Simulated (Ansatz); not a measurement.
## TiAl$_{2}$ (Cmmm), an elastic constant from a strain scan

These are results of DFT PBEsol, scalar-relativistic, plane waves, PAW in Ansatz, not measurements. Cutoff 420 eV, Γ-centred 14×14×12 k-points, Gaussian smearing of 0.15 eV. No spin polarisation. Energies are free energies at this smearing, counted from the undisturbed cell; pressure is positive in compression.

The starting cell (relaxed at this level; it needn't be the usual structure):

```
Ti Al
1.0
     1.95033   -6.02628    0.00000
     1.95033    6.02628    0.00000
     0.00000    0.00000    3.97242
Ti Al
2 4
Direct
  0.65622 0.34378 0.00000
  0.34378 0.65622 0.00000
  0.00000 0.00000 0.00000
  0.82710 0.17290 0.50000
  0.17290 0.82710 0.50000
  0.50000 0.50000 0.50000
```

The cell is strained by ε times the Voigt pattern (0, 0, 1, 0, 0, 0) (xx, yy, zz, yz, xz, xy; engineering shear) with fractional coordinates fixed. The cell holds 6 atoms in V0 = 93.38 Å³. The stress column is τ = (1/V0) dE/dε, got from the stress tensor σ (compression positive) at each point as −det(1 + εP) σ : P(1 + εP)⁻¹, with P the pattern as a tensor.

| ε | ΔE (meV/atom) | τ (GPa) |
| --- | --- | --- |
| -0.0600 | ? | ? |
| -0.0300 | 8.903 | -6.326 |
| 0.0000 | 0.000 | 0.082 |
| 0.0150 | 2.253 | 2.976 |
| 0.0450 | 18.644 | 8.136 |

Task: Which combination of elastic constants does this scan measure, and how large is it?

Result: For small ε, τ = τ0 + Kε with K = pᵀCp, which for this pattern is C33 in the Cartesian frame shown. The parabola through τ at ε = -0.0300, 0 and 0.0150 has slope K = 200 GPa at zero. The energies per cell, E = NΔE, of the same two points give K = 2[E(ε₊)/ε₊ − E(ε₋)/ε₋]/[(ε₊ − ε₋)V0] = 205 GPa, in agreement. These are clamped-ion values.

Task: Predict the withheld row at ε = -0.0600 from the harmonic law, and compare.

Result: ΔE = V0(τ0 ε + Kε²/2)/N = 34.464 meV/atom and τ = -11.91 GPa. The calculation gives 37.581 meV/atom and -13.46 GPa: the energy lies 9 % above the harmonic value, as bonds stiffen under compression.

Forces appear on the atoms along this scan, and letting them relax would lower the energy and soften the response. In a metal these slopes depend on the k mesh and the smearing.